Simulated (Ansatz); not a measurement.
**Relaxing MgS in the zincblende type**

First guess:

```xyz
2
Lattice="0.0000 2.8228 2.8228 2.8228 0.0000 2.8228 2.8228 2.8228 0.0000" Properties=species:S:1:pos:R:3 pbc="T T T"
Mg    0.0000    0.0000    0.0000
S     1.4114    1.4114    1.4114
```

Theory: Ansatz 0.2.0, DFT, PBE, PAW with Ansatz's default frozen-core files, scalar-relativistic.

Cell and atoms relax within the symmetry of the start on a 13×13×13 k mesh with 0.05 eV Fermi–Dirac smearing.

The start is built from a prototype, known or not as a phase of this compound; the cutoff is 420 eV.

Question: What is the pressure of the first guess?

Answer: 1.60 GPa.

Question: What does it relax to?

Answer: a = 5.697 Å, b = 5.697 Å, c = 5.697 Å, α = 90.00°, β = 90.00°, γ = 90.00° (conventional cell), 23.11 Å³ per atom:
```xyz
2
Lattice="0.0000 2.8484 2.8484 2.8484 0.0000 2.8484 2.8484 2.8484 0.0000" Properties=species:S:1:pos:R:3 pbc="T T T"
Mg    0.0000    0.0000    0.0000
S     1.4242    1.4242    1.4242
```

Question: How much energy does the relaxation release?

Answer: 3 meV/atom.
